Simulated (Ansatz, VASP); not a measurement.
# Pb in VASP and in Ansatz

```xyz
1
Lattice="-1.9164 1.9164 1.9164 1.9164 -1.9164 1.9164 1.9164 1.9164 -1.9164" Properties=species:S:1:pos:R:3 pbc="T T T"
Pb    0.0000    0.0000    0.0000
```

Change from the starting cell: volume scaled by 0.88, PAW files.

Alike in both runs: task single point; functional PBE; k mesh 15 × 15 × 15; occupations fermi-dirac, width 0.1 eV; no spin polarisation.

```csv
,VASP,Ansatz
version,VASP 6.6.1,Ansatz 0.2.0
potentials or method,"VASP PAW PBE potentials, release 64 (Pb_d)","PAW with Ansatz's default frozen-core files, scalar-relativistic"
plane-wave cutoff (eV),520,420
valence electrons in the cell,14,14
```

```csv
,VASP,Ansatz,Ansatz less VASP
pressure (GPa),6.6,6.7,+0.06
```

With one functional, cell and mesh, what is left measures potentials, basis and numerics.

Spin-orbit coupling is left out, which matters for the levels of Pb.
